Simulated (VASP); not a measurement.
Input of a VASP 6.6.1 run:

The input INCAR:

```
SYSTEM = CdO
PREC = Accurate ; ENCUT = 520
EDIFF = 1E-7 ; ISMEAR = 0
SIGMA = 0.02 ; LREAL = .False.
LASPH = .True. ; NELM = 100
ALGO = Fast ; ISIF = 2
LWAVE = .False. ; LCHARG = .False.
```

KPOINTS

```
Automatic mesh
0
Gamma
  8 8 8
  0 0 0
```

The input POSCAR:

```
CdO
1.0
    0.0000000000      2.3476500000      2.3476500000
    2.3476500000      0.0000000000      2.3476500000
    2.3476500000      2.3476500000      0.0000000000
Cd O
1 1
Direct
    0.0000000000      0.0000000000      0.0000000000
    0.5000000000      0.5000000000      0.5000000000
```

The input KPOINTS_OPT:

```
path GXWKGLUWLK,UX
20
line-mode
reciprocal
 0.0000000000  0.0000000000  0.0000000000  G
 0.5000000000  0.0000000000  0.5000000000  X

 0.5000000000  0.0000000000  0.5000000000  X
 0.5000000000  0.2500000000  0.7500000000  W

 0.5000000000  0.2500000000  0.7500000000  W
 0.3750000000  0.3750000000  0.7500000000  K

 0.3750000000  0.3750000000  0.7500000000  K
 0.0000000000  0.0000000000  0.0000000000  G

 0.0000000000  0.0000000000  0.0000000000  G
 0.5000000000  0.5000000000  0.5000000000  L

 0.5000000000  0.5000000000  0.5000000000  L
 0.6250000000  0.2500000000  0.6250000000  U

 0.6250000000  0.2500000000  0.6250000000  U
 0.5000000000  0.2500000000  0.7500000000  W

 0.5000000000  0.2500000000  0.7500000000  W
 0.5000000000  0.5000000000  0.5000000000  L

 0.5000000000  0.5000000000  0.5000000000  L
 0.3750000000  0.3750000000  0.7500000000  K

 0.6250000000  0.2500000000  0.6250000000  U
 0.5000000000  0.0000000000  0.5000000000  X
```

Potentials or basis: VASP PAW LDA potentials, release 64 (Cd, O).

Launch:

```sh
$ cat potpaw_LDA.64/Cd/POTCAR potpaw_LDA.64/O/POTCAR > POTCAR
$ mpirun -np 1 vasp_std > vasp.out
```

(1) Predict the band gap along the path.

(2) What does it give for the pressure?

Answers

(1) none (metal or under the smearing width).

(2) -4.0 GPa.

Caveat: this crystal is a semiconductor, whose small gap the functional closes, so the metal is an error of the method.
